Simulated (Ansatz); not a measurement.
## InAs: band structure with PBEsol

**Experimental background.**

From a printed reference work, data compilation, for a bulk crystal of InAs at 4.2 K: band gap 0.418 eV (direct).

The system is InAs.

```
In As
1.0
     0.00000    3.01800    3.01800
     3.01800    0.00000    3.01800
     3.01800    3.01800    0.00000
In As
1 1
Direct
  0.00000 0.00000 0.00000
  0.75000 0.75000 0.75000
```

```json
{
 "Program": "Ansatz 0.2.0",
 "Task": "band structure",
 "Functional": "PBEsol",
 "Potentials or basis": "Ansatz PAW",
 "Cutoff": "420 eV (not typed: the program's choice for these potentials)",
 "k mesh": "8 × 8 × 8",
 "Occupations": "fermi-dirac, width 0.05 eV",
 "Spin": "no spin polarisation",
 "Path": "[[\"G\", \"X\", \"W\", \"K\", \"G\", \"L\", \"U\", \"W\", \"L\", \"K\"], [\"U\", \"X\"]]",
 "Points for each segment of the path": "14"
}
```

```
Pressure               : 1.5 GPa
Band gap on the k mesh : none (metal or under the smearing width)
```

Levels at the corners of the path, in eV from the Fermi level:
```csv
point,band 11,band 12,band 13,band 14,band 15,band 16,band 17,band 18
Γ,-11.98,-0.31,-0.05,-0.05,-0.05,3.82,3.82,3.82
X,-9.93,-5.94,-2.41,-2.41,1.39,1.94,9.06,9.21
W,-9.87,-5.80,-3.05,-2.97,4.16,4.17,4.90,5.94
K,-9.94,-5.81,-3.38,-2.03,1.98,4.18,7.20,7.35
Γ,-11.98,-0.31,-0.05,-0.05,-0.05,3.82,3.82,3.82
L,-10.48,-5.88,-1.05,-1.05,0.84,4.59,4.59,6.68
U,-9.94,-5.81,-3.38,-2.03,1.98,4.18,7.20,7.35
W,-9.87,-5.80,-3.05,-2.97,4.16,4.17,4.90,5.94
L,-10.48,-5.88,-1.05,-1.05,0.84,4.59,4.59,6.68
K,-9.94,-5.81,-3.38,-2.03,1.98,4.18,7.20,7.35
U,-9.94,-5.81,-3.38,-2.03,1.98,4.18,7.20,7.35
X,-9.93,-5.94,-2.41,-2.41,1.39,1.94,9.06,9.21
```

Wall time 5.1 s on 2 threads of Intel(R) Xeon(R) Processor @ 2.70GHz, on a shared host, peak memory 0.38 GiB.

A measured gap of InAs is 0.418 eV (direct; 4.2 K; a printed reference work, data compilation); the calculated 0.00 eV misses it by -0.42 eV. Spin-orbit coupling on As, In is left out. The value is that of PBEsol on a finite k mesh, which can miss the band edges, without temperature or zero-point motion. Semilocal functionals fall short of measured gaps as a rule.

Caveat: spin-orbit coupling is left out, which moves the levels of the heavy elements; the PAW data sets come from PBE, with cores solved anew for the run's functional, which leaves a small shift of forces and pressure; this crystal is a semiconductor, whose small gap the functional closes, so the metal is an error of the method.
